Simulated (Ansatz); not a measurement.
Te2Mo:

```
Te Mo
1.0
     3.51820    0.00000    0.00000
    -1.75910    3.04685    0.00000
     0.00000    0.00000   13.97360
Te Mo
4 2
Direct
  0.66667 0.33333 0.37900
  0.33333 0.66667 0.87900
  0.66667 0.33333 0.12100
  0.33333 0.66667 0.62100
  0.66667 0.33333 0.75000
  0.33333 0.66667 0.25000
```

Base run:

* Program: Ansatz 0.2.0
* Functional: PBEsol
* Potentials or basis: all-electron LAPW, scalar-relativistic
* Cutoff: 242 eV
* Density cutoff: 966 eV
* Basis error allowed: 0.002 eV/atom
* k mesh: 9 × 9 × 2
* Occupations: fermi-dirac, width 0.05 eV
* Spin: no spin polarisation

Its results: band gap on the k mesh 0.76 eV, indirect (least direct gap 1.04 eV); pressure -1.1 GPa; largest force 0.090 eV/Å.

**Question.** The run is repeated on the same cell with these changes: functional from PBEsol to LDA. What comes out?

**Answer.** Band gap on the k mesh 0.76 eV, indirect (least direct gap 1.03 eV); pressure -3.0 GPa; largest force 0.289 eV/Å.

LDA binds more tightly than PBEsol, so the same cell stands under less pressure.

Caveats: spin-orbit coupling is left out, which moves the levels of the heavy elements; this functional lacks dispersion, which binds the layers, so the pressure and a relaxed spacing across them are unreliable (some runs).

A k mesh can miss the band edges.

Not every run made on this cell is shown here.
